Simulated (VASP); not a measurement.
# GaSb (F-43m) in VASP: a series of runs, part 2 of 2

VASP 6.6.1. The steps go on from the part before.

## (3) Single point, BLYP+D4

File INCAR:

```
SYSTEM = GaSb
AGGAC    = 1.0          
AGGAX    = 1.0          
ALDAC    = 0.0          
ALDAX    = 1.0          
ALGO     = Normal         ! electronic algorithm
EDIFF    = 1E-6           ! SCF threshold, eV
ENCUT    = 520            ! plane-wave cutoff, eV
GGA      = B5             ! functional
ISIF     = 2              ! what is computed and relaxed
ISMEAR   = -1             ! smearing method
IVDW     = 13             ! dispersion correction
LASPH    = .TRUE.         ! aspherical terms in the spheres
LCHARG   = .FALSE.        ! write CHGCAR
LREAL    = .FALSE.        ! projectors in reciprocal space
LWAVE    = .FALSE.        ! write WAVECAR
NBANDS   = 16             ! bands
NELM     = 60             ! most SCF steps
PREC     = Accurate       ! precision mode
SIGMA    = 0.05           ! smearing width, eV
VDW_A1   = 0.44488865   
VDW_A2   = 4.0933009    
VDW_S6   = 1.0          
VDW_S8   = 2.34076671
```

File KPOINTS:

```
k-points
0
G
  8 8 8
  0 0 0
```

File POSCAR:

```
GaSb
1.0
    0.0000000000      3.0666548053      3.0666548053
    3.0666548053      0.0000000000      3.0666548053
    3.0666548053      3.0666548053      0.0000000000
Sb Ga
1 1
Direct
    0.7500000000      0.7500000000      0.7500000000
    0.0000000000      0.0000000000      0.0000000000
```

Potentials or basis: VASP PAW PBE potentials, release 64 (Sb, Ga_d).

Command:

```bash
$ cat potpaw_PBE.64/Sb/POTCAR potpaw_PBE.64/Ga_d/POTCAR > POTCAR
$ mpirun -np 1 vasp_std > vasp.out
```

OUTCAR:

```text
SYSTEM = GaSb
   EDIFF = 1E-6
   ENCUT = 520
   GGA = B5
   ISIF = 2
   ISMEAR = -1
   IVDW = 13
   LASPH = .TRUE.
   LREAL = .FALSE.
   NELM = 60
   PREC = Accurate

 ion  position               nearest neighbor table
   1  0.750  0.750  0.750-   2 2.66   2 2.66   2 2.66   2 2.66
   2  0.000  0.000  0.000-   1 2.66   1 2.66   1 2.66   1 2.66

  LATTYP: Found a face centered cubic cell.
 ALAT       =     6.1333096106

  Lattice vectors:

 A1 = (   0.0000000000,   3.0666548053,   3.0666548053)
 A2 = (   3.0666548053,   0.0000000000,   3.0666548053)
 A3 = (   3.0666548053,   3.0666548053,   0.0000000000)

Analysis of symmetry for initial positions (statically):
=====================================================================
 Subroutine PRICEL returns:
 Original cell was already a primitive cell.

 Routine SETGRP: Setting up the symmetry group for a
 face centered cubic supercell.

 Subroutine GETGRP returns: Found 24 space group operations
 (whereof 24 operations were pure point group operations)
 out of a pool of 48 trial point group operations.

The static configuration has the point symmetry T_d .

Analysis of symmetry for dynamics (positions and initial velocities):
=====================================================================
 Subroutine PRICEL returns:
[... 161 lines left out ...]
 Fermi energy:         5.2656974600

 k-point     1 :       0.0000    0.0000    0.0000
  band No.  band energies     occupation
      1      -9.8620      2.00000
      2      -9.8620      2.00000
      3      -9.8620      2.00000
      4      -9.8128      2.00000
      5      -9.8128      2.00000
      6      -6.2106      2.00000
[... 433 lines left out ...]
      3      -9.8457      2.00000
      4      -9.8157      2.00000
      5      -9.8126      2.00000
      6      -4.2772      2.00000
[... 8 lines left out ...]
     15      15.0790      0.00000
     16      15.4929      0.00000

 [... further k-points ...]

------------------------ aborting loop because EDIFF is reached ----------------------------------------

  DFT-D4 for vdW energy calculation

  Edisp (eV):   -1.57688

  FORCE on cell =-STRESS in cart. coord.  units (eV):
  Direction    XX          YY          ZZ          XY          YZ          ZX
  --------------------------------------------------------------------------------------
  -------------------------------------------------------------------------------------
  Total       0.08163     0.08163     0.08163    -0.00000     0.00000     0.00000
  in kB       2.26755     2.26755     2.26755    -0.00000     0.00000     0.00000
  external pressure =        2.27 kB  Pullay stress =        0.00 kB

 VOLUME and BASIS-vectors are now :
 -----------------------------------------------------------------------------
  energy-cutoff  :      520.00
  volume of cell :       57.68
      direct lattice vectors                 reciprocal lattice vectors
     0.000000000  3.066654805  3.066654805    -0.163044109  0.163044109  0.163044109
     3.066654805  0.000000000  3.066654805     0.163044109 -0.163044109  0.163044109
     3.066654805  3.066654805  0.000000000     0.163044109  0.163044109 -0.163044109

 POSITION                                       TOTAL-FORCE (eV/Angst)
 -----------------------------------------------------------------------------------
      4.59998      4.59998      4.59998        -0.000000     -0.000000     -0.000000
      0.00000      0.00000      0.00000         0.000000      0.000000      0.000000
 -----------------------------------------------------------------------------------
    total drift:                               -0.000001     -0.000001     -0.000002

  FREE ENERGIE OF THE ION-ELECTRON SYSTEM (eV)
  ---------------------------------------------------
  free  energy   TOTEN  =        -7.6014167141 eV

  energy  without entropy=       -7.6009411137  energy(sigma->0) =       -7.60117891
```

stdout:

```text
POSCAR found type information on POSCAR SbGa
 POSCAR found :  2 types and       2 ions
 scaLAPACK will be used
 -----------------------------------------------------------------------------
|                                                                             |
|                                                                             |
|     You enforced a specific xc type in the INCAR file but a different       |
|     I HOPE YOU KNOW WHAT YOU ARE DOING!                                     |
|                                                                             |
 -----------------------------------------------------------------------------

 LDA part: xc-table for (Slater(with rela. corr.)+VWN5), standard interpolation
 POSCAR, INCAR and KPOINTS ok, starting setup
 FFT: planning ... GRIDC
 FFT: planning ... GRID_SOFT
 FFT: planning ... GRID
 WAVECAR not read
 entering main loop
```

Wall time 28 s (1 thread of AMD EPYC 7R13 (Zen 3), shared host); peak memory 0.16 GiB.

What came out:

```
Free energy                : -7.6014 eV
Pressure                   : 0.2 GPa
Band gap on the k mesh     : zero (filled and empty bands touch)
Dispersion energy per atom : -0.788 eV
```

Levels at points of the mesh, in eV from the Fermi level:
| k point | band 6 | band 7 | band 8 | band 9 | band 10 | band 11 | band 12 | band 13 |
| --- | --- | --- | --- | --- | --- | --- | --- | --- |
| (0.00, 0.00, 0.00) | -11.48 | -0.21 | -0.04 | -0.04 | -0.04 | 2.77 | 2.77 | 2.77 |
| (0.50, 0.00, 0.00) | -9.89 | -6.37 | -1.18 | -1.18 | 0.34 | 3.77 | 3.77 | 6.66 |
| (0.50, 0.50, 0.00) | -9.07 | -6.86 | -2.56 | -2.56 | 0.95 | 1.37 | 8.53 | 8.53 |

Caveat: the PAW data sets were made with another functional, which shifts forces and pressure a little; spin-orbit coupling is left out, which moves the levels of the heavy elements; pairwise dispersion overbinds metals, which lowers pressure and volume.

## (4) Comparison with measurements

Step 2. Against the measured gap of GaSb, 0.811 eV (direct; 4.2 K; a printed reference work, data compilation), the calculated 0.00 eV is off by -0.81 eV. Spin-orbit coupling on Ga, Sb is left out. The value is that of BLYP+D3(BJ) on a finite k mesh, which can miss the band edges, without temperature or zero-point motion. Semilocal functionals fall short of measured gaps as a rule.

Step 3. Measured gap of GaSb: 0.811 eV (direct; 4.2 K; a printed reference work, data compilation). This calculation gives 0.00 eV (-0.81 eV). Spin-orbit coupling on Ga, Sb is left out. The value is that of BLYP+D4 on a finite k mesh, which can miss the band edges, without temperature or zero-point motion. Semilocal functionals fall short of measured gaps as a rule.
